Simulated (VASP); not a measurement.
# NbP (I4_1md) in VASP: notebook

One crystal, NbP, is run at these levels: PBE; tasks: relaxation of cell and atoms.

Program: VASP 6.6.1. These are calculated values, not measurements. Logs are shortened: lines on timing, memory, paths and dates and some standing lists are left out, and cuts for length are marked.

## (1) The crystal as given

Symmetry: I4_1md, No. 109, tetragonal system. Conventional cell: a = 3.350 Å, b = 3.350 Å, c = 11.480 Å, α = 90.00°, β = 90.00°, γ = 90.00°. Nb (site symmetry 2mm) is surrounded by 6 P at 2.55 Å. Around P (site symmetry 2mm) lie 6 Nb at 2.55 Å.

The cell is a database's computed one.

## (2) Relaxation of cell and atoms, PBE

File INCAR:

```
SYSTEM = NbP
ALGO = Normal ; EDIFF = 1E-7
EDIFFG = -0.002 ; ENCUT = 520
GGA = PE ; IBRION = 2
ISIF = 3 ; ISMEAR = 0
LASPH = .True. ; LCHARG = .False.
LREAL = .False. ; LWAVE = .False.
NELM = 80 ; NSW = 80
PREC = Accurate ; SIGMA = 0.3
```

File KPOINTS:

```
k-points
0
Gamma
  18 18 18
  0 0 0
```

File POSCAR:

```
NbP
1.0
   -1.6749232500      1.6749232500      5.7401081800
    1.6749232500     -1.6749232500      5.7401081800
    1.6749232500      1.6749232500     -5.7401081800
Nb P
2 2
Direct
    0.7498808000      0.7498808000      0.0000000000
    0.4998808000      0.9998808000      0.5000000000
    0.3327477700      0.3327477700      0.0000000000
    0.0827477800      0.5827477800      0.5000000000
```

Potentials or basis: VASP PAW PBE potentials, release 64 (Nb_sv, P).

Run with:

```sh
$ cat potpaw_PBE.64/Nb_sv/POTCAR potpaw_PBE.64/P/POTCAR > POTCAR
$ mpirun -np 1 vasp_std > vasp.out
```

OUTCAR:

```text
SYSTEM = NbP
   EDIFF = 1E-7
   EDIFFG = -0.002
   ENCUT = 520
   GGA = PE
   IBRION = 2
   ISIF = 3
   ISMEAR = 0
   LASPH = .True.
   LREAL = .False.
   NELM = 80
   NSW = 80
   PREC = Accurate

 ion  position               nearest neighbor table
   1  0.750  0.750  0.000-   4 2.55   4 2.55   3 2.55   3 2.55   3 2.55   3 2.55
   2  0.500  1.000  0.500-   3 2.55   3 2.55   4 2.55   4 2.55   4 2.55   4 2.55
   3  0.333  0.333  0.000-   2 2.55   2 2.55   1 2.55   1 2.55   1 2.55   1 2.55
   4  0.083  0.583  0.500-   1 2.55   1 2.55   2 2.55   2 2.55   2 2.55   2 2.55

  LATTYP: Found a body centered tetragonal cell.
 ALAT       =     3.3498465000
 C/A-ratio  =     3.4270872889

  Lattice vectors:

 A1 = (  -1.6749232500,   1.6749232500,   5.7401081800)
 A2 = (   1.6749232500,  -1.6749232500,   5.7401081800)
 A3 = (   1.6749232500,   1.6749232500,  -5.7401081800)

Analysis of symmetry for initial positions (statically):
=====================================================================
 Subroutine PRICEL returns:
 Original cell was already a primitive cell.

 Routine SETGRP: Setting up the symmetry group for a
 body centered tetragonal supercell.

 Subroutine GETGRP returns: Found  8 space group operations
 (whereof  4 operations were pure point group operations)
 out of a pool of 16 trial point group operations.

The static configuration has the point symmetry C_2v.
 The point group associated with its full space group is C_4v.

Analysis of symmetry for dynamics (positions and initial velocities):
=====================================================================
 Subroutine PRICEL returns:
 Original cell was already a primitive cell.

 Routine SETGRP: Setting up the symmetry group for a
 body centered tetragonal supercell.

 Subroutine GETGRP returns: Found  8 space group operations
 (whereof  4 operations were pure point group operations)
 out of a pool of 16 trial point group operations.

The dynamic configuration has the point symmetry C_2v.
 The point group associated with its full space group is C_4v.

 Subroutine INISYM returns: Found  8 space group operations
 (whereof  4 operations are pure point group operations),
 and found     1 'primitive' translations

----------------------------------------------------------------------------------------

                                     Primitive cell

  volume of cell :      64.4125

  direct lattice vectors                    reciprocal lattice vectors
[... 102 lines left out ...]
   NELECT =      36.0000    total number of electrons
   NUPDOWN=      -1.0000    fix difference up-down
   EMIN   =  10.00;   EMAX   =-10.00  energy-range for DOS
   EFERMI =   0.00;   METHOD = LEGACY
   ISMEAR =     0;   SIGMA  =   0.30  broadening in eV -4-tet -1-fermi 0-gaus
   EFERMI_NEDOS =   21; number of points for ismear=-14 and -15
   IALGO  =     38    algorithm
   IMIX   =      4    mixing-type and parameters
     AMIX     =   0.40;   BMIX     =  1.00
     AMIX_MAG =   1.60;   BMIX_MAG =  1.00
  volume/ion in A,a.u.               =      16.10       108.67
  Fermi-wavevector in a.u.,A,eV,Ry     =   1.348504  2.548304 24.741706  1.818464
  Thomas-Fermi vector in A             =   2.476168
   LORBIT       =      0    0 simple, 1 ext, 2 COOP (PROOUT), +10 PAW based schemes
   GGA     = PE    functional components
   LHFCALC =     F    Hartree Fock is set to
   AEXX    =    0.0000 exact exchange contribution
   IVDW    =     0    specifies the selected vdW correction
   LEPSILON=     F    determine dielectric tensor
   LRPA    =     F    only Hartree local field effects (RPA)
 conjugate gradient relaxation of ions
 non-spin polarized calculation
 Gauss-broadening in eV      SIGMA  =   0.30
  energy-cutoff  :      520.00
  volume of cell :       64.41
 maximum number of plane-waves:      1756
 NGX is ok and might be reduce to    48
   NGX = 23   NGY = 23   NGZ = 23

--------------------------------------- Ionic step        1  -------------------------------------------

 number of electron      35.9999999 magnetization

 Free energy of the ion-electron system (eV)
  ---------------------------------------------------
  ext. energy  EPLUGINS =         0.00000000
  ---------------------------------------------------
  free energy    TOTEN  =       -35.33125907 eV

  energy without entropy =      -35.29379363  energy(sigma->0) =      -35.31252635

------------------------ aborting loop because EDIFF is reached ----------------------------------------

  FORCE on cell =-STRESS in cart. coord.  units (eV):
  Direction    XX          YY          ZZ          XY          YZ          ZX
  --------------------------------------------------------------------------------------
  -------------------------------------------------------------------------------------
  Total       -0.5429121     -0.5429121     -0.6600793      0.0000000      0.0000000      0.0000000
  in kB      -13.5042432    -13.5042432    -16.4186250      0.0000000      0.0000000      0.0000000
  external PRESSURE =     -14.4757038 kB  Pullay stress =       0.0000000 kB
[... 215 lines left out ...]
--------------------------------------- Ionic step        7  -------------------------------------------

 number of electron      36.0000000 magnetization

 Free energy of the ion-electron system (eV)
  ---------------------------------------------------
  ext. energy  EPLUGINS =         0.00000000
  ---------------------------------------------------
  free energy    TOTEN  =       -35.33378553 eV

  energy without entropy =      -35.29715108  energy(sigma->0) =      -35.31546830

 E-fermi :  10.6722     XC(G=0): -12.0278

 val. band max:       10.6533800502   @ k =  -0.1667  -0.4444   0.1667
 cond. band min:      10.6781066060   @ k =  -0.0556  -0.4444   0.0556
 fundamental gap:      0.0247265558
 Fermi energy:        10.6721982469

 k-point     1 :       0.0000    0.0000    0.0000
  band No.  band energies     occupation
      1     -44.2529      2.00000
      2     -44.2140      2.00000
      3     -20.5246      2.00000
      4     -20.3167      2.00000
      5     -20.3167      2.00000
      6     -20.1750      2.00000
[... 589 lines left out ...]
     21      12.5140      0.00000
     22      13.4431      0.00000

 [... further k-points ...]

------------------------ aborting loop because EDIFF is reached ----------------------------------------

  FORCE on cell =-STRESS in cart. coord.  units (eV):
  Direction    XX          YY          ZZ          XY          YZ          ZX
  --------------------------------------------------------------------------------------
  -------------------------------------------------------------------------------------
  Total       -0.0004952     -0.0004952     -0.0022845      0.0000000      0.0000000      0.0000000
  in kB       -0.0124174     -0.0124174     -0.0572843      0.0000000      0.0000000      0.0000000
  external PRESSURE =      -0.0273730 kB  Pullay stress =       0.0000000 kB
[... 19 lines left out ...]
  FREE ENERGIE OF THE ION-ELECTRON SYSTEM (eV)
  ---------------------------------------------------
  free  energy   TOTEN  =       -35.3337855284 eV

  energy  without entropy=      -35.2971510803  energy(sigma->0) =      -35.31546830

 reached required accuracy - stopping structural energy minimisation
```

OSZICAR:

```text
N       E                     dE             d eps       ncg     rms          rms(c)
DAV:   1     0.364582422267E+03    0.36458E+03   -0.19543E+04 21152   0.163E+03
DAV:   2    -0.484017700427E+01   -0.36942E+03   -0.36309E+03 25674   0.598E+02
DAV:   3    -0.357540388730E+02   -0.30914E+02   -0.30500E+02 38202   0.125E+02
DAV:   4    -0.376276342348E+02   -0.18736E+01   -0.18642E+01 32292   0.260E+01
[... 61 lines left out ...]
   6 F= -.35333785E+02 E0= -.35315470E+02  d E =-.116066E-04
       N       E                     dE             d eps       ncg     rms          rms(c)
DAV:   1    -0.353337848650E+02    0.25573E-06   -0.10196E-04 24442   0.100E-01    0.229E-03
DAV:   2    -0.353337855272E+02   -0.66222E-06   -0.69497E-06 28716   0.247E-02    0.118E-03
DAV:   3    -0.353337855284E+02   -0.12492E-08   -0.13123E-07 18686   0.374E-03
   7 F= -.35333786E+02 E0= -.35315468E+02  d E =-.120190E-04
```

Run time: 53 min. Hardware: 1 thread of Intel Xeon Platinum 8559C (Emerald Rapids), shared host; peak memory 0.81 GiB.

Results:

```
Free energy                            : -35.3338 eV
Relaxed volume                         : 15.97 Å³/atom
Relaxed cell                           : a = 6.182 Å, b = 6.182 Å, c = 6.182 Å, α = 148.61°, β = 148.61°, γ = 44.98°
Space group after relaxing (to 0.05 Å) : I4_1md (No. 109)
Energy gained by relaxing              : 0.6 meV/atom
Ionic steps                            : 7
Pressure after relaxing                : 0.0 GPa
Band gap on the k mesh                 : none (metal or under the smearing width)
```

The path:
| step | energy change (eV) | largest force (eV/Å) | pressure (GPa) | volume (Å³) |
| --- | --- | --- | --- | --- |
| 1 | 0.0000 | 0.0092 | -1.45 | 64.41 |
| 2 | 0.0043 | 0.0157 | 2.59 | 63.07 |
| 3 | -0.0023 | 0.0114 | 0.02 | 63.91 |
| 4 | -0.0025 | 0.0116 | 0.01 | 63.90 |
| 5 | -0.0025 | 0.0117 | 0.00 | 63.89 |
| 6 | -0.0025 | 0.0024 | 0.00 | 63.89 |
| 7 | -0.0025 | 0.0000 | 0.00 | 63.89 |

Final structure:
```cif
data_structure
_symmetry_space_group_name_H-M 'P 1'
_symmetry_Int_Tables_number 1
_cell_length_a 6.1822
_cell_length_b 6.1822
_cell_length_c 6.1822
_cell_angle_alpha 148.613
_cell_angle_beta 148.613
_cell_angle_gamma 44.982
_cell_volume 63.89
loop_
_atom_site_label
_atom_site_type_symbol
_atom_site_fract_x
_atom_site_fract_y
_atom_site_fract_z
_atom_site_occupancy
Nb1 Nb 0.75000 0.75000 0.00000 1
Nb2 Nb 0.50000 0.00000 0.50000 1
P1 P 0.33262 0.33262 0.00000 1
P2 P 0.08262 0.58262 0.50000 1
```

Levels at points of the mesh, in eV from the Fermi level:
```
           k point  band 15  band 16  band 17  band 18  band 19  band 20  band 21  band 22
(0.00, 0.00, 0.00)    -2.14    -1.71    -1.37    -1.37     0.82     1.60     2.68     3.15
(0.50, 0.00, 0.00)    -2.33    -1.87    -1.52    -0.11     0.07     1.32     2.47     2.65
(0.50, 0.50, 0.00)    -2.85    -2.85    -0.44    -0.44     2.98     2.98     3.08     3.08
(0.50, 0.50, 0.50)    -2.68    -2.68    -0.54    -0.54     1.19     1.19     2.33     2.33
```

## (3) Relaxation of cell and atoms, PBE

This run uses another cell than the first one, of 15.97 Å³/atom, 0.992 times its volume.

INCAR is that of step 2.

KPOINTS is that of step 2.

File POSCAR:

```
NbP                                     
1.0
   -1.6722641734      1.6722641734      5.7120257789
    1.6722641734     -1.6722641734      5.7120257789
    1.6722641734      1.6722641734     -5.7120257789
  Nb              P             
     2     2
Direct
     0.7500045002229694    0.7500045002229694    0.0000000000000000
     0.5000045002229694    0.0000045002229693    0.5000000000000000
     0.3326240697770278    0.3326240697770278    0.0000000000000000
     0.0826240797770286    0.5826240797770286    0.5000000000000000
```

Potentials or basis: VASP PAW PBE potentials, release 64 (Nb_sv, P).

Run with:

```sh
$ cat potpaw_PBE.64/Nb_sv/POTCAR potpaw_PBE.64/P/POTCAR > POTCAR
$ mpirun -np 1 vasp_std > vasp.out
```

Wall time 12 min (1 thread of Intel Xeon Platinum 8559C (Emerald Rapids), shared host); peak memory 0.77 GiB.

Results (log left out):

```
Free energy             : -35.3335 eV
Pressure after relaxing : 0.0 GPa
Band gap on the k mesh  : none (metal or under the smearing width)
```

Final structure:
```
Nb P
1.0
    -1.67226    1.67226    5.71203
     1.67226   -1.67226    5.71203
     1.67226    1.67226   -5.71203
Nb P
2 2
Cartesian
  0.0000 0.0000 8.5681
  0.0000 1.6723 0.0001
  0.0000 0.0000 3.7999
  1.6723 0.0000 0.9439
```

Levels at points of the mesh, in eV from the Fermi level:
```csv
k point,band 16,band 17,band 18,band 19,band 20,band 21
"(0.00, 0.00, 0.00)",-1.71,-1.37,-1.37,0.82,1.60,2.68
"(0.50, 0.00, 0.00)",-1.87,-1.52,-0.11,0.07,1.32,2.47
"(0.50, 0.50, 0.00)",-2.85,-0.44,-0.44,2.98,2.98,3.08
"(0.50, 0.50, 0.50)",-2.68,-0.54,-0.54,1.19,1.19,2.33
```

Caveat: the relaxation stopped at its first step, so nothing moved.
